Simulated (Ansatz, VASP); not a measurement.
**Ga6AsP5 in two plane-wave programs**

Wanted: the spread between two codes on one cell, functional and k mesh. The cell is taken from a series of runs on this material, whose earlier steps may have relaxed, scaled, displaced or heated it; both programs get it as it stands.

Program: Ansatz 0.2.0. Level of theory: plane waves, with VASP 6.6.1 beside it; single point at PBEsol. Results are calculated unless marked as measured.

### 1. The structure

The cell holds 12 atoms: 6 Ga, 1 As and 5 P. Cell: a = 3.874 Å, b = 3.874 Å, c = 16.404 Å, α = 90.0°, β = 90.0°, γ = 90.0°. It derives from GaAs. The structure's axis is c.

### 2. VASP: single point, PBEsol, pair 1

With cell and atoms fixed, the geometry can't cause a difference; cores, projectors, grids and the points listed under the comparison can.

Lines of VASP's logs that name or quote its potential files are left out, and so is its time.

INCAR

```
SYSTEM = Ga6AsP5
PREC = Accurate
ENCUT = 400
EDIFF = 1E-06
NELM = 120
ISMEAR = 0
SIGMA = 0.01
LREAL = .FALSE.
ALGO = Normal
GGA = PS
NBANDS = 66
LORBIT = 11
LWAVE = .FALSE.
LCHARG = .FALSE.
ISIF = 2
LASPH = .TRUE.
GGA_COMPAT = .FALSE.
EFERMI = MIDGAP
KPAR = 2
```

POSCAR

```
Ga6AsP5
1.0
    3.8743988236      0.0000000000      0.0000000000
    0.0000000000      3.8743988236      0.0000000000
    0.0000000000      0.0000000000     16.4043047053
Ga As P
6 1 5
Direct
    0.0000000000      0.0000000000      0.0412541375
    0.5000000000      0.5000000000      0.2181211636
    0.0000000000      0.0000000000      0.3828148675
    0.5000000000      0.5000000000      0.5473946758
    0.0000000000      0.0000000000      0.7119806254
    0.5000000000      0.5000000000      0.8765604337
    0.5000000000      0.0000000000      0.1296876506
    0.0000000000      0.5000000000      0.3004101620
    0.5000000000      0.0000000000      0.4651022242
    0.0000000000      0.5000000000      0.6296876506
    0.5000000000      0.0000000000      0.7942730770
    0.0000000000      0.5000000000      0.9589651392
```

KPOINTS

```
Automatic mesh
0
Gamma
6 6 2
0 0 0
```

Potentials, in the order of the species: Ga_d, As and P (PBE family, release 64).

Launch:

```
> mpirun -np 2 vasp_std
```

Numbers of over 12 decimals in the logs are rounded to 6 here.

The program printed:

```text
[banner, memory and clock lines left out]
running    2 mpi-ranks, on    1 nodes
 distrk:  each k-point on    1 cores,    2 groups
 distr:  one band on    1 cores,    1 groups

 POSCAR found type information on POSCAR GaAsP
 POSCAR found :  3 types and      12 ions
|                                                                             |
|               ----> ADVICE to this user running VASP <----                  |
|                                                                             |
|     You enforced a specific xc type in the INCAR file but a different       |
|     [... a line on the potential file left out ...]
|     I HOPE YOU KNOW WHAT YOU ARE DOING!                                     |
|                                                                             |

 LDA part: xc-table for (Slater+PW92), standard interpolation
 POSCAR, INCAR and KPOINTS ok, starting setup
 FFT: planning ... GRIDC
 FFT: planning ... GRID_SOFT
 FFT: planning ... GRID
 WAVECAR not read
 entering main loop
       N       E                     dE             d eps       ncg     rms          rms(c)
DAV:   1     0.971738923588E+03    0.97174E+03   -0.40004E+04  2848   0.207E+03
DAV:   2     0.124177502841E+03   -0.84756E+03   -0.81741E+03  2792   0.583E+02
DAV:   3    -0.469824215013E+02   -0.17116E+03   -0.16245E+03  3214   0.180E+02
DAV:   4    -0.594985696646E+02   -0.12516E+02   -0.12371E+02  3108   0.496E+01
DAV:   5    -0.602382579419E+02   -0.73969E+00   -0.73803E+00  3884   0.118E+01    0.977E+00
DAV:   6    -0.588268114206E+02    0.14114E+01   -0.27416E+00  3874   0.161E+01    0.582E+00
DAV:   7    -0.586241458187E+02    0.20267E+00   -0.13977E+00  3178   0.462E+00    0.166E+00
DAV:   8    -0.586125983381E+02    0.11547E-01   -0.28314E-01  3326   0.529E+00    0.394E-01
DAV:   9    -0.586129962869E+02   -0.39795E-03   -0.32328E-02  3414   0.308E+00    0.151E-01
DAV:  10    -0.586132125087E+02   -0.21622E-03   -0.64393E-03  3562   0.118E+00    0.747E-02
DAV:  11    -0.586134453205E+02   -0.23281E-03   -0.17379E-03  3338   0.338E-01    0.360E-02
DAV:  12    -0.586135487995E+02   -0.10348E-03   -0.41009E-04  3140   0.127E-01    0.111E-02
DAV:  13    -0.586135496980E+02   -0.89851E-06   -0.31357E-05  3180   0.953E-02    0.783E-03
DAV:  14    -0.586135514764E+02   -0.17784E-05   -0.16598E-05  3396   0.243E-02    0.332E-03
DAV:  15    -0.586135519444E+02   -0.46799E-06   -0.17230E-06  1982   0.292E-02
   1 F= -.58613552E+02 E0= -.58613552E+02  d E =0.000000E+00
```

OUTCAR, selected parts (step 2):

```text
ion  position               nearest neighbor table
   1  0.000  0.000  0.041-  12 2.36  12 2.36   7 2.42   7 2.42
   2  0.500  0.500  0.218-   8 2.36   8 2.36   7 2.42   7 2.42
   3  0.000  0.000  0.383-   9 2.36   9 2.36   8 2.36   8 2.36
   4  0.500  0.500  0.547-   9 2.36   9 2.36  10 2.36  10 2.36
   5  0.000  0.000  0.712-  11 2.36  11 2.36  10 2.36  10 2.36
   6  0.500  0.500  0.877-  11 2.36  11 2.36  12 2.36  12 2.36
   7  0.500  0.000  0.130-   2 2.42   2 2.42   1 2.42   1 2.42
   8  0.000  0.500  0.300-   2 2.36   2 2.36   3 2.36   3 2.36
   9  0.500  0.000  0.465-   3 2.36   3 2.36   4 2.36   4 2.36
  10  0.000  0.500  0.630-   4 2.36   4 2.36   5 2.36   5 2.36
  11  0.500  0.000  0.794-   6 2.36   6 2.36   5 2.36   5 2.36
  12  0.000  0.500  0.959-   1 2.36   1 2.36   6 2.36   6 2.36

  LATTYP: Found a simple tetragonal cell.
 ALAT       =     3.8743988236
 C/A-ratio  =     4.2340258327

 Subroutine GETGRP returns: Found  8 space group operations
 (whereof  4 operations were pure point group operations)

The static configuration has the point symmetry C_2v.
 The point group associated with its full space group is D_2d.

 Found     20 irreducible k-points:

   k-points           NKPTS =     20   k-points in BZ     NKDIM =     20   number of bands    NBANDS=     66

   dimension x,y,z NGX =    28 NGY =   28 NGZ =  108
   dimension x,y,z NGXF=    56 NGYF=   56 NGZF=  216

   ENCUT  =  400.0 eV  29.40 Ry    5.42 a.u.   6.32  6.32 26.75*2*pi/ulx,y,z

   NELECT =     108.0000    total number of electrons

 k-points in reciprocal lattice and weights: Automatic mesh
   0.00000000  0.00000000  0.00000000       0.014
   0.16666667  0.00000000  0.00000000       0.056
   0.33333333  0.00000000  0.00000000       0.056
   0.50000000  0.00000000  0.00000000       0.028
   0.16666667  0.16666667  0.00000000       0.056
   0.33333333  0.16666667  0.00000000       0.111
   0.50000000  0.16666667  0.00000000       0.056
   0.33333333  0.33333333  0.00000000       0.056
   0.50000000  0.33333333  0.00000000       0.056
[...]
0.50000000  0.33333333  0.50000000       0.056
   0.50000000  0.50000000  0.50000000       0.014

 average (electrostatic) potential at core
       1 -65.3166       2 -65.3166       3 -65.3449       4 -65.3464       5 -65.3464
       6 -65.3449       7 -49.2212       8 -83.5577       9 -83.5472      10 -83.5473
      11 -83.5472      12 -83.5577

 E-fermi :   5.1924

 k-point     1 :       0.0000    0.0000    0.0000
  band No.  band energies     occupation
    ...
     50       3.5530      2.00000
     51       3.5530      2.00000
     52       4.4837      2.00000
     53       4.5129      2.00000
     54       4.5129      2.00000
     55       5.9086      0.00000
     56       6.0003      0.00000
     57       6.0045      0.00000
     58       6.0974      0.00000
     59       6.2126      0.00000
    ...

 k-point     2 :       0.1667    0.0000    0.0000
  band No.  band energies     occupation
    ...
     50       3.5936      2.00000
     51       3.6109      2.00000
     52       3.6758      2.00000
     53       3.7938      2.00000
     54       4.4084      2.00000
     55       6.2176      0.00000
     56       6.6325      0.00000
     57       6.7506      0.00000
     58       6.9924      0.00000
     59       7.0728      0.00000
    ...

 k-point     3 :       0.3333    0.0000    0.0000
  band No.  band energies     occupation
    ...
     50       3.4494      2.00000
     51       3.5490      2.00000
     52       3.5757      2.00000
     53       3.6243      2.00000
     54       4.0681      2.00000
     55       6.1641      0.00000
     56       6.2085      0.00000
     57       6.7901      0.00000
     58       6.9979      0.00000
     59       7.1391      0.00000
    ...

  Total       -0.4478020     -0.4478020     -0.4438212      0.0000000      0.0000000      0.0000000
  in kB       -2.9136014     -2.9136014     -2.8877002      0.0000000      0.0000000      0.0000000
  external PRESSURE =      -2.9049677 kB  Pullay stress =       0.0000000 kB

  energy-cutoff  :      400.00
  volume of cell :      246.24
      direct lattice vectors                 reciprocal lattice vectors
     3.874398824  0.000000000  0.000000000     0.258104559  0.000000000  0.000000000
     0.000000000  3.874398824  0.000000000     0.000000000  0.258104559  0.000000000
     0.000000000  0.000000000 16.404304705     0.000000000  0.000000000  0.060959609

 POSITION                                       TOTAL-FORCE (eV/Angst)
 -----------------------------------------------------------------------------------
      0.00000      0.00000      0.67675         0.000000      0.000000     -0.022640
      1.93720      1.93720      3.57813         0.000000      0.000000      0.022640
      0.00000      0.00000      6.27981         0.000000      0.000000      0.001187
      1.93720      1.93720      8.97963         0.000000      0.000000     -0.000154
      0.00000      0.00000     11.67955         0.000000      0.000000      0.000154
      1.93720      1.93720     14.37936         0.000000      0.000000     -0.001187
      1.93720      0.00000      2.12744         0.000000      0.000000     -0.000000
      0.00000      1.93720      4.92802         0.000000      0.000000     -0.001558
      1.93720      0.00000      7.62968         0.000000      0.000000     -0.000258
      0.00000      1.93720     10.32959         0.000000      0.000000     -0.000000
      1.93720      0.00000     13.02950         0.000000      0.000000      0.000258
      0.00000      1.93720     15.73116         0.000000      0.000000      0.001558
 -----------------------------------------------------------------------------------
    total drift:                                0.000000      0.000000     -0.000020

  FREE ENERGIE OF THE ION-ELECTRON SYSTEM (eV)
  ---------------------------------------------------
  free  energy   TOTEN  =       -58.6135519444 eV

  energy  without entropy=      -58.6135519444  energy(sigma->0) =      -58.61355194

 total charge
# of ion       s       p       d       tot
------------------------------------------
    1        0.873   0.846  10.006  11.725
    2        0.873   0.846  10.006  11.725
    3        0.864   0.851  10.012  11.727
    4        0.864   0.852  10.012  11.728
    5        0.864   0.852  10.012  11.728
    6        0.864   0.851  10.012  11.727
    7        1.207   1.625   0.033   2.865
    8        1.018   1.504   0.000   2.522
    9        1.018   1.507   0.000   2.525
   10        1.018   1.507   0.000   2.525
   11        1.018   1.507   0.000   2.525
   12        1.018   1.504   0.000   2.522
--------------------------------------------------
tot         11.500  14.252  60.092  85.844

[... 3 further parts left out ...]
```

The run ends at a pressure of -0.29 GPa, with forces up to 0.023 eV/Å.

### 3. Ansatz: single point, PBEsol, pair 1

Ansatz runs on its PAW soft_1 files.

The same cell, functional and mesh now go to Ansatz, which takes its cutoff from its data sets.

input.yaml

```yaml
crystal:
  lattice:
    - [3.8743988236, 0.0, 0.0]
    - [0.0, 3.8743988236, 0.0]
    - [0.0, 0.0, 16.4043047053]
  atoms:
    - { symbol: Ga, position: [0.0, 0.0, 0.0412541376] }
    - { symbol: As, position: [0.5, 0.0, 0.1296876506] }
    - { symbol: Ga, position: [0.5, 0.5, 0.2181211637] }
    - { symbol: P, position: [0.0, 0.5, 0.300410162] }
    - { symbol: Ga, position: [0.0, 0.0, 0.3828148675] }
    - { symbol: P, position: [0.5, 0.0, 0.4651022242] }
    - { symbol: Ga, position: [0.5, 0.5, 0.5473946758] }
    - { symbol: P, position: [0.0, 0.5, 0.6296876506] }
    - { symbol: Ga, position: [0.0, 0.0, 0.7119806254] }
    - { symbol: P, position: [0.5, 0.0, 0.794273077] }
    - { symbol: Ga, position: [0.5, 0.5, 0.8765604337] }
    - { symbol: P, position: [0.0, 0.5, 0.9589651392] }
kpoints:
  mp_grid: { grid: [6, 6, 2] }
hamiltonian:
  xc: pbesol
  pseudopotentials: { kind: paw, azcp: { folder: soft_1 }, xc_functional: pbe }
scf:
  occupations: { method: fixed }
  n_extra_bands: 8
output:
  eigenvalues: true
  band_densities: [{ e_range: [-0.08, 0] }, { e_range: [1.31, 1.44] }]
  volumetric_format: npy
```

Launch:

```
> ansatz run input.yaml --threads 2 --pin off --max-ram 73728MiB --backend cuda --events-out ev --progress --plain --runs-dir out --devices 1 --max-vram 13GiB
```

The program printed:

```text
scf.n_extra_bands = 8 over 59 filled bands (N_el = 118.0): the run solves 67 bands
GPUs: using 1 of 1 available (devices: 1).
Engine: ansatz 0.2.0, x86_64-unknown-linux-gnu
Pseudopotentials: kind: paw
Pseudopotential: Ga, paw, valence charge 13, recommended cutoff 420 eV (normal), soft_1/Ga.paw.azcp
Pseudopotential: As, paw, valence charge 15, recommended cutoff 420 eV (normal), soft_1/As.paw.azcp
Pseudopotential: P, paw, valence charge 5, recommended cutoff 420 eV (normal), soft_1/P.paw.azcp
Functional definition: PBEsol
  exchange = pbesol_x
  correlation = pbesol_c
device memory: the entry about to start is reckoned to put 3.8 GiB on a device that reports 62.4 GiB free (of which the cap on the GPU budget leaves the run 13.0 GiB)
GPU FFT provider: cuFFT
GPU libraries: cuBLAS 13.8.2, cuFFT 12.4.0, cuSOLVER 12.3.4
Crystal: 12 atoms, lattice volume = 246.244 Å³
Basis set: ecut = 420 eV, 4847 PW (Γ)
Bands: 67, of which v1, the nominal top of the filled ones, is band 59 counted from 1 (58 counted from 0)
Symmetry: 8 space group operations
Space group: P-4m2 (ITA 115), of the structure as read, at distance tolerance 6.3e-5 Å
k-points: 20 of 72
Non-local potential: Ga, projectors of the file, l = 0: 2, l = 1: 2, l = 2: 3, l = 3: 1
Non-local potential: As, projectors of the file, l = 0: 2, l = 1: 2, l = 2: 3, l = 3: 1
Non-local potential: P, projectors of the file, l = 0: 2, l = 1: 2, l = 2: 1
PAW form: soft (Blöchl's): semilocal exchange-correlation on the pseudo side does not see the compensation charge
PAW frozen core: Ga, regenerated for the run's functional, and the local potential with it (the file was generated under x = pbe(κ = 0.804, μ = 0.219515), c = pbe(β = 0.066725))
PAW frozen core: As, regenerated for the run's functional, and the local potential with it (the file was generated under x = pbe(κ = 0.804, μ = 0.219515), c = pbe(β = 0.066725))
PAW frozen core: P, regenerated for the run's functional, and the local potential with it (the file was generated under x = pbe(κ = 0.804, μ = 0.219515), c = pbe(β = 0.066725))
PAW one-centre angular grid: Ga, 590 points (default); XC on 64 Gauss nodes
PAW one-centre angular grid: As, 590 points (default); XC on 64 Gauss nodes
PAW one-centre angular grid: P, 110 points (default); XC on 64 Gauss nodes
Initial density: superposition of atomic densities (chi_scale 0.1, normalization cell, long waves kept (reshape's long-wave potential 0.44 eV rms))
Initial wavefunctions: pseudopotential atomic-orbital guess
GPU buffer pool allocated for 87480 grid points (all kernels)
GPU transforms: local potential and band sums: pruned to the plane-wave sphere, on 25×25×120
Functional: x = pbesol(κ = 0.804, μ = 0.123457), c = pbesol(β = 0.046)
SCF iter   1: F=—  HF=-30978.199450 eV  |F-HF|=—  |Δ(HF+E_count)|=         —  Δρ=4.46e-2  dr2=5.03e0  ethr=3.10e-3  ⟨swp⟩=6.0  Hψ=4618  notcnv=0  defer=92
preconditioner: auto → Resta (q_TF=auto, 2.413 Å⁻¹)  ε∞=4.5  [insulator: Δε(μ)=0.932 eV  Ē_g=13.235 eV  n_scr=60 (ndim 8)  ℏωp=24.6 eV  f_vac=0.000  ε∞_Penn≈4.5]
SCF iter   2: F=—  HF=-30977.339589 eV  |F-HF|=—  |Δ(HF+E_count)|=   8.60e-1  Δρ=2.61e-2  dr2=1.16e0  ethr=3.10e-3  ⟨swp⟩=3.0  Hψ=1921  notcnv=0  defer=91
SCF iter   3: F=—  HF=-30977.127983 eV  |F-HF|=—  |Δ(HF+E_count)|=   2.12e-1  Δρ=5.41e-3  dr2=1.50e-1  ethr=9.82e-4  ⟨swp⟩=3.1  Hψ=2704  notcnv=0  defer=105
SCF iter   4: F=—  HF=-30977.089756 eV  |F-HF|=—  |Δ(HF+E_count)|=   3.82e-2  Δρ=1.96e-3  dr2=1.45e-2  ethr=1.27e-4  ⟨swp⟩=3.5  Hψ=2572  notcnv=0  defer=119
SCF iter   5: F=—  HF=-30977.087586 eV  |F-HF|=—  |Δ(HF+E_count)|=   2.17e-3  Δρ=1.21e-3  dr2=3.29e-3  ethr=1.23e-5  ⟨swp⟩=2.5  Hψ=2585  notcnv=0  defer=118
SCF iter   6: F=—  HF=-30977.089474 eV  |F-HF|=—  |Δ(HF+E_count)|=   1.89e-3  Δρ=3.21e-4  dr2=4.52e-4  ethr=2.79e-6  ⟨swp⟩=2.3  Hψ=2513  notcnv=0  defer=119
SCF iter   7: F=—  HF=-30977.089798 eV  |F-HF|=—  |Δ(HF+E_count)|=   3.24e-4  Δρ=6.41e-5  dr2=9.06e-6  ethr=3.83e-7  ⟨swp⟩=2.0  Hψ=2501  notcnv=0  defer=120
SCF iter   8: F=—  HF=-30977.089912 eV  |F-HF|=—  |Δ(HF+E_count)|=   1.14e-4  Δρ=3.30e-5  dr2=1.63e-6  ethr=7.68e-9  ⟨swp⟩=3.0  Hψ=2767  notcnv=0  defer=115
SCF iter   9: F=—  HF=-30977.089917 eV  |F-HF|=—  |Δ(HF+E_count)|=   4.91e-6  Δρ=1.05e-5  dr2=2.47e-7  ethr=1.38e-9  ⟨swp⟩=2.0  Hψ=2464  notcnv=0  defer=116
SCF iter  10: F=-30977.089917 eV  HF=-30977.089917 eV  |F-HF|=2.25e-8  |Δ(HF+E_count)|=   2.92e-7  Δρ=2.84e-6  dr2=2.58e-8  ethr=8.47e-11  ⟨swp⟩=13.1  Hψ=6014  notcnv=0
SCF 1 converged in 10 iterations: F = -30977.089917 eV  dr2 = 2.58e-8
  greatest PAW one-centre occupation: 0.999 electrons in one spin orbital (limit 2), on the As atom at site 1 (counted from 0), in its partial waves of l = 2
device memory: the entry about to start is reckoned to put 2.6 GiB on a device that reports 56.0 GiB free (of which the cap on the GPU budget leaves the run 13.0 GiB)
NSCF: frozen V_eff on 4 k-points
SCF converged after 10 iterations
Free energy (F): -30977.089917 eV
Harris-Foulkes:  -30977.089917 eV  (|F-HF|=2.25e-8)
Internal energy: -30977.089917 eV  (E = F + TS)
E sigma→0 (E₀):  -30977.089917 eV
Fermi energy:    7.227307 eV
--- Per-component energies (eV) ---
  E_band       = -622.035584
  E_kinetic    = 1113.930853
  E_local      = -13019.348953  (includes V_loc(G=0)·N_el)
  E_nonlocal   = -779.989026
  E_hartree    = 7689.187444
  E_xc         = -808.708978
  E_vxc        = -716.692854  (∫ρ·V_xc dr)
  E_paw        = -16401.830808  (= ΣΔE_a)
  E_vpaw       = -2598.310153  (= ΣTr[D̂ρ^β])
  E_aug_tail   = -0.001381  (compensation charges beyond the density's cutoff)
  E_ewald      = -8776.703853
  E_core_change = 6.374786  (= ΣΔE_core)
  E_smearing   = -0.000000  (= −TS)
  E_closure    = 0.000000  (closes the sum)
  Σ components = -30977.089917   (vs F -30977.089917, Δ=0.00e0)
--- Band table (eV; the first three rows and the last of 20) ---
  k-point 0: bands = [... 55 lower, 6.2686, 7.1988, 7.2273, 7.2273, 8.6221, 8.7158, 8.7166, 8.8086, ... 4 higher]
  k-point 1: bands = [... 55 lower, 6.7716, 6.7716, 6.9868, 6.9868, 8.5864, 8.5889, 9.1168, 9.1317, ... 4 higher]
  k-point 2: bands = [... 55 lower, 6.3263, 6.3915, 6.5099, 7.1228, 8.9321, 9.3463, 9.4650, 9.7040, ... 4 higher]
  k-point 19: bands = [... 55 lower, 4.2485, 4.2485, 4.2515, 4.3552, 9.0685, 9.2171, 9.2371, 9.3736, ... 4 higher]
--- Band densities, each state counted as filled ---
  window                                       electrons  max residual (eV)  cut levels
  e_range: [-0.08, 0]                           0.083333             2.6e-5           0
  e_range: [1.31, 1.44]                         0.166667             1.5e-6           0
```

In the SCF lines HF is the Harris–Foulkes energy and dr2 the Hartree energy of the density residual, in eV; the loop may stop once dr2 is under the threshold and the program's other checks hold. Hψ counts applications of the Hamiltonian.

### 4. Differences

Known differences besides the potentials themselves: fixed occupations in Ansatz, narrow Gaussian smearing in VASP; the data sets hold 118 valence electrons in Ansatz (on its PAW soft_1 files) and 108 in VASP; the cutoff is 420 eV in Ansatz and 400 eV in VASP; Ansatz makes its cores anew for this functional, VASP keeps those of its PBE data sets. Total energies have different zeros and are not compared.

The two programs side by side:

```
              quantity  Ansatz   VASP  difference
gap on the k mesh (eV)   1.358  1.359      -0.001
```

A gap on the mesh is an upper bound, since the band edges may lie between its points.

(Continued in part 2 of 2.)

[Lines on the potential files, build, host, timing and source positions are cut from VASP's logs without a mark.]

[Logs are printed without paths, hosts, clocks, repeated set-up lines and the standing remarks that a program may print on its own settings, such as how far it seeks lower states.]

[Hosts, paths, dates, database ids (printed as entryN), source tags and the programs' standing remarks are cut or masked in the printed files.]
